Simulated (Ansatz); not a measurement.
Starting cell, AlSb (zinc blende):

```
AlSb
1.0
    0.00000     3.11275     3.11275
    3.11275     0.00000     3.11275
    3.11275     3.11275     0.00000
Sb Al
1 1
Direct
  0.75000   0.75000   0.75000
  0.00000   0.00000   0.00000
```

Scan: atom 1 (Sb, nearest neighbour Al at 2.696 Å; its periodic images, 4.4 Å or more away, move with it) is displaced along Cartesian [110], direction (0.707, 0.707, 0.000) in Cartesian axes, by s. The other atoms stay.

Method: PBE (plane waves to 420 eV, PAW, scalar-relativistic; Ansatz, an electronic-structure program). k mesh 10×10×10 (Γ-centred), Fermi-Dirac smearing 0.05 eV. E stands for the smeared free energy. AlSb was relaxed with its symmetry unable to fall. Spin-orbit coupling is left out, though Sb is heavy. The zero of ΔE is the undisplaced structure.

```tsv
s (Å)	ΔE (meV/cell)
-0.270	274.9
-0.216	175.5
-0.162	withheld
-0.108	43.7
-0.054	10.9
0.000	0.0
0.054	10.9
0.108	43.7
0.162	withheld
0.216	175.5
0.270	274.9
```

Question: Fit an even polynomial form (powers 2, 4) to the given rows and predict ΔE at s = -0.162.

Answer: Least squares on the 9 given rows: ΔE = (3744)·s² + (371.2)·s⁴, in meV/cell with s in Å; root-mean-square residual 0.02 meV/cell. At -0.162 the fit gives 98.5 meV/cell; the calculation gives 98.5 meV/cell, the same to the digits shown. The quadratic term alone would give 98.3 meV/cell.

(For displaced atoms, the force is minus the slope of the energy, and its curvature is a force constant, which sets phonon frequencies.)
